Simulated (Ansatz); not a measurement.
Method: DFT PBE, scalar-relativistic, plane waves, PAW in Ansatz. All cells share a 420 eV cutoff and Γ-centred k meshes spaced at most about 0.3 Å⁻¹ (about 0.25 or finer for metals, 2π included). No spin polarisation in the final relaxations.

All energies are static (0 K, no zero-point motion). Lower structures may exist.

Question: Order these relaxed structures of TiAl3 by energy, lowest first, with the energy over the lowest of them.
A.

```cif
data_structure
_symmetry_space_group_name_H-M 'P4/mmm'
_symmetry_Int_Tables_number 123
_cell_length_a 2.7948
_cell_length_b 2.7948
_cell_length_c 9.3393
_cell_angle_alpha 90.000
_cell_angle_beta 90.000
_cell_angle_gamma 90.000
_cell_volume 72.95
loop_
_atom_site_label
_atom_site_type_symbol
_atom_site_symmetry_multiplicity
_atom_site_Wyckoff_symbol
_atom_site_fract_x
_atom_site_fract_y
_atom_site_fract_z
_atom_site_occupancy
Ti1 Ti 1 b 0.00000 0.00000 0.50000 1
Al1 Al 2 h 0.50000 0.50000 0.71515 1
Al2 Al 1 c 0.50000 0.50000 0.00000 1
```

B.

```cif
data_structure
_symmetry_space_group_name_H-M 'Pmm2'
_symmetry_Int_Tables_number 25
_cell_length_a 2.8008
_cell_length_b 4.7145
_cell_length_c 4.9322
_cell_angle_alpha 90.000
_cell_angle_beta 90.000
_cell_angle_gamma 90.000
_cell_volume 65.13
loop_
_atom_site_label
_atom_site_type_symbol
_atom_site_symmetry_multiplicity
_atom_site_Wyckoff_symbol
_atom_site_fract_x
_atom_site_fract_y
_atom_site_fract_z
_atom_site_occupancy
Ti1 Ti 1 b 0.00000 0.50000 0.16295 1
Al1 Al 1 d 0.50000 0.50000 0.66399 1
Al2 Al 1 c 0.50000 0.00000 0.33383 1
Al3 Al 1 a 0.00000 0.00000 0.83922 1
```

C.

```cif
data_structure
_symmetry_space_group_name_H-M 'Pm-3m'
_symmetry_Int_Tables_number 221
_cell_length_a 3.9800
_cell_length_b 3.9800
_cell_length_c 3.9800
_cell_angle_alpha 90.000
_cell_angle_beta 90.000
_cell_angle_gamma 90.000
_cell_volume 63.04
loop_
_atom_site_label
_atom_site_type_symbol
_atom_site_symmetry_multiplicity
_atom_site_Wyckoff_symbol
_atom_site_fract_x
_atom_site_fract_y
_atom_site_fract_z
_atom_site_occupancy
Ti1 Ti 1 a 0.00000 0.00000 0.00000 1
Al1 Al 3 c 0.50000 0.50000 0.00000 1
```

D.

```cif
data_structure
_symmetry_space_group_name_H-M 'I4/mmm'
_symmetry_Int_Tables_number 139
_cell_length_a 3.8455
_cell_length_b 3.8455
_cell_length_c 8.6224
_cell_angle_alpha 90.000
_cell_angle_beta 90.000
_cell_angle_gamma 90.000
_cell_volume 127.50
loop_
_atom_site_label
_atom_site_type_symbol
_atom_site_symmetry_multiplicity
_atom_site_Wyckoff_symbol
_atom_site_fract_x
_atom_site_fract_y
_atom_site_fract_z
_atom_site_occupancy
Ti1 Ti 2 a 0.00000 0.00000 0.00000 1
Al1 Al 2 b 0.50000 0.50000 0.00000 1
Al2 Al 4 d 0.00000 0.50000 0.25000 1
```

Answer: D (0 meV/atom), C (29 meV/atom), B (156 meV/atom), A (339 meV/atom). Forms: D TiAl3 (D0_22) type, I4/mmm; C Cu3Au (L1_2) type, Pm-3m; B Ti and Al ordered on hcp sites, Pmm2; A P4/mmm. Counting all near atoms (those within 1.25 times the shortest distance at each site; a slash parts the counts of unlike sites): D has Ti 12, Al 12; C has Ti 12, Al 12; B has Ti 12, Al 12; A has Ti 12, Al 6/9.

The I4/mmm cell at 15.9 Å³/atom was relaxed from a Materials Project cell. The Pm-3m cell at 15.8 Å³/atom was relaxed from a Materials Project cell. The Pmm2 cell at 16.3 Å³/atom was relaxed from a Materials Project cell. With atoms moved at random, Pm-3m came back. Other cells relaxed within their symmetry can be saddle points. Some structure types and database cells were kept out of the candidates from the start, so a known form may be missing.
